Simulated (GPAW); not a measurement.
MgB2:

```xyz
3
Lattice="3.0850 0.0000 0.0000 -1.5425 2.6717 0.0000 0.0000 0.0000 3.5230" Properties=species:S:1:pos:R:3 pbc="T T T"
Mg    0.0000    0.0000    0.0000
B     1.5425    0.8906    1.7615
B     0.0000    1.7811    1.7615
```

```yaml
Program: GPAW 26.7.0
Task: relaxation of cell and atoms
Functional: PBE
Dispersion: D3
Potentials_or_basis: GPAW PAW data sets (gpaw-data 1.2.1)
Cutoff: 800 eV
Basis: pw
k_mesh: 7 × 7 × 5
Occupations: fermi-dirac, width 0.05 eV
Spin: no spin polarisation
```

At the start: pressure -5.2 GPa; volume 9.68 Å³/atom.

Q: Where does the relaxation end?

A: Over 7 steps the energy falls by 5.2 meV/atom and the volume is 9.34 Å³/atom (-3.5 %); space group P6/mmm (No. 191, to 0.05 Å).

Step by step:
| step | energy change (eV) | largest force (eV/Å) | pressure (GPa) | volume (Å³) |
| --- | --- | --- | --- | --- |
| 1 | 0.0000 | 0.0000 | -5.17 | 29.04 |
| 2 | -0.0038 | 0.0000 | -4.54 | 28.91 |
| 3 | -0.0151 | 0.0000 | 0.08 | 28.04 |
| 4 | -0.0152 | 0.0000 | -0.05 | 28.06 |
| 5 | -0.0155 | 0.0000 | -0.28 | 28.08 |
| 6 | -0.0156 | 0.0000 | -0.27 | 28.06 |
| 7 | -0.0156 | 0.0000 | -0.10 | 28.02 |

Final structure:
```cif
data_structure
_symmetry_space_group_name_H-M 'P 1'
_symmetry_Int_Tables_number 1
_cell_length_a 3.0529
_cell_length_b 3.0529
_cell_length_c 3.4721
_cell_angle_alpha 90.000
_cell_angle_beta 90.000
_cell_angle_gamma 120.000
_cell_volume 28.02
loop_
_atom_site_label
_atom_site_type_symbol
_atom_site_fract_x
_atom_site_fract_y
_atom_site_fract_z
_atom_site_occupancy
Mg1 Mg 0.00000 0.00000 0.00000 1
B1 B 0.66667 0.33333 0.50000 1
B2 B 0.33333 0.66667 0.50000 1
```

Caveat: later steps reuse the first step's grids; pairwise dispersion overbinds metals, which lowers pressure and volume.
